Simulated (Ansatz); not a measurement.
# I: the cost of one run

Method: reference: DFT PBE, plane waves, PAW, scalar-relativistic, no spin polarisation, in Ansatz 0.2.0.

## Step 1: The system as given

The structure is orthorhombic, space group Imma (No. 74). The conventional cell has a = 6.373 Å, b = 6.706 Å, c = 3.610 Å, α = 90.00°, β = 90.00°, γ = 90.00°. I (site symmetry mm2) has 8 I at 3.38 to 3.88 Å as nearest neighbours.

Structure file:

```xyz
2
Lattice="0.0000 0.0000 3.6098 3.3528 -3.1865 1.8049 3.3528 3.1865 -1.8049" Properties=species:S:1:pos:R:3 pbc="T T T"
I     3.3528   -1.5932    2.5016
I     3.3528    1.5932    1.1082
```

## Step 2: Reference

input.yaml reads:

```yaml
crystal:
  lattice:
    - [0.0, 0.0, 3.609759]
    - [3.352829, -3.186497, 1.804879]
    - [3.352829, 3.186497, -1.804879]
  atoms:
    - { symbol: I, position: [0.443, 0.75, 0.25] }
    - { symbol: I, position: [0.557, 0.25, 0.75] }
  symmetry: { tolerance: 0.0003 }
kpoints:
  mp_grid: { grid: [6, 6, 6], shift: [0, 0, 0] }
magnetization:
  spin_polarized: false
scf:
  occupations: { method: fermi_dirac, width: 0.043 }
hamiltonian:
  pseudopotentials: { kind: paw }
  xc: pbe
basis:
  ecutwfc: 420
output:
  forces: true
  stress: true
  eigenvalues: true
relax:
  max_steps: 40
  cell: {}
```

Command:

```console
ansatz run input.yaml --threads 1 --pin off --max-ram 2560MiB --backend cpu --events-out ev --progress --plain --runs-dir out
```

**Question.** How long does this run take on 1 thread of Intel Xeon Platinum 8488C (Sapphire Rapids), shared host, and how much memory does it need?

About 79 s, with a peak of 0.46 GiB.
